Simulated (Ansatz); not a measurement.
The system is HgTe (Coloradoite).

```
Hg Te
1.0
     0.00000    3.21450    3.21450
     3.21450    0.00000    3.21450
     3.21450    3.21450    0.00000
Hg Te
1 1
Direct
  0.00000 0.00000 0.00000
  0.75000 0.75000 0.75000
```

Base run:

| Property | Result |
| --- | --- |
| Program | Ansatz 0.2.0 |
| Functional | PBEsol |
| Potentials or basis | all-electron LAPW, scalar-relativistic |
| Cutoff | 262 eV |
| Density cutoff | 1048 eV |
| Basis error allowed | 0.001 eV/atom |
| k mesh | 7 × 7 × 7 |
| Occupations | fermi-dirac, width 0.05 eV |
| Spin | no spin polarisation |

Its results: pressure 1.8 GPa.

Problem. The run is repeated on the same cell with these changes: functional from PBEsol to LDA. What comes out?

Solution. Pressure 0.2 GPa.

LDA binds more tightly than PBEsol, so the same cell stands under less pressure.

Not every run made on this cell is shown here.
